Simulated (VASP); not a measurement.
Crystal: InP.

```
In P
1.0
     0.00000    2.93050    2.93050
     2.93050    0.00000    2.93050
     2.93050    2.93050    0.00000
In P
1 1
Direct
  0.00000 0.00000 0.00000
  0.75000 0.75000 0.75000
```

Base run:

- Program: VASP 6.6.1
- Functional: PBE
- Potentials or basis: VASP PAW PBE potentials, release 64 (In_d, P)
- Cutoff: 520 eV
- k mesh: 8 × 8 × 8
- Occupations: fermi-dirac, width 0.05 eV
- Spin: no spin polarisation

Its results: band gap on the k mesh 0.71 eV, direct; pressure 3.3 GPa.

Question: The run is repeated on the same cell with these changes: functional from PBE to revTPSS. What comes out?

Answer: Band gap on the k mesh 0.82 eV, direct; pressure 2.0 GPa.

revTPSS gives the wider gap, since meta-GGAs in the generalised Kohn-Sham scheme recover part of the derivative discontinuity.

Caveats: spin-orbit coupling is left out, which moves the levels of the heavy elements; the PAW data sets were made with another functional, which shifts forces and pressure a little (some runs).

Not every run made on this cell is shown here.
